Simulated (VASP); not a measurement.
Rb, 1 atom in the cell. The structure is cubic, space group Fm-3m (No. 225). Conventional cell: a = 5.514 Å, b = 5.514 Å, c = 5.514 Å, α = 90.00°, β = 90.00°, γ = 90.00°. Around Rb (site symmetry m-3m) lie 12 Rb at 3.90 Å. The cell was built by a generator and needn't be a form met in nature.

```yaml
Program: VASP 6.6.1
Task: single point
Functional: r2SCAN
Potentials_or_basis: VASP PAW PBE potentials, release 64 (Rb_sv)
Cutoff: 520 eV
k_mesh: 6 × 6 × 6, shifted
Occupations: fermi-dirac, width 0.1 eV
Spin: no spin polarisation
Dipole_correction: no
Further_INCAR_settings: ALGO = Normal; EDIFF = 1e-07; NBANDS = 10; ISYM = 0
```

Potentials or basis: VASP PAW PBE potentials, release 64 (Rb_sv).

Run with:

```bash
$ cat potpaw_PBE.64/Rb_sv/POTCAR > POTCAR
$ cp INCAR.step1 INCAR
$ mpirun -np 1 vasp_std > vasp.out
$ cp INCAR.step2 INCAR
$ mpirun -np 1 vasp_std > vasp.out
```

Hardware: 1 thread of Intel(R) Xeon(R) 6975P-C (Granite Rapids), on a shared host.

Task: Estimate the wall time of this run.

Result: It took 6.2 min on 1 thread of Intel(R) Xeon(R) 6975P-C (Granite Rapids) (shared host), peak memory 0.3 GiB. Counts: scf iterations 11, k points 432.
